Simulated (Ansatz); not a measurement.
Space group Pm-3m (No. 221). a = 2.391 Å, b = 2.391 Å, c = 2.391 Å, α = 90.00°, β = 90.00°, γ = 90.00°
| atom | site | symmetry | x | y | z |
| --- | --- | --- | --- | --- | --- |
| P | 1a | m-3m | 0.0000 | 0.0000 | 0.0000 |

Equation of state of this P structure (not necessarily the ground state), with shape and atoms relaxed at each volume where symmetry leaves them free. It has no gap at any of these volumes. Method: DFT PBEsol+D3(BJ), scalar-relativistic, plane waves, PAW (Ansatz).

Cutoff 420 eV; k points 18×18×18 on the computed 1-atom cell (Γ-centred); Gaussian smearing, width 0.10 eV; no spin polarisation.

| V (Å³/atom) | E − E(largest V) (meV/atom) | P (GPa) |
| --- | --- | --- |
| 12.022 | 60.51 | 23.62 |
| 12.432 | 9.81 | 16.21 |
| 12.841 | -23.49 | 9.96 |
| 13.251 | -41.79 | 4.51 |
| 13.661 | -47.20 | 0.00 |
| 14.071 | -42.22 | -3.68 |
| 14.481 | -28.95 | -6.60 |
| 15.027 | 0.00 | -10.28 |

Fit a third-order Birch–Murnaghan equation to E(V).

V0 = 13.67 Å³/atom, B0 = 135 GPa, B0' = 5.0.

This simple cubic form isn't the element's structure at ambient conditions.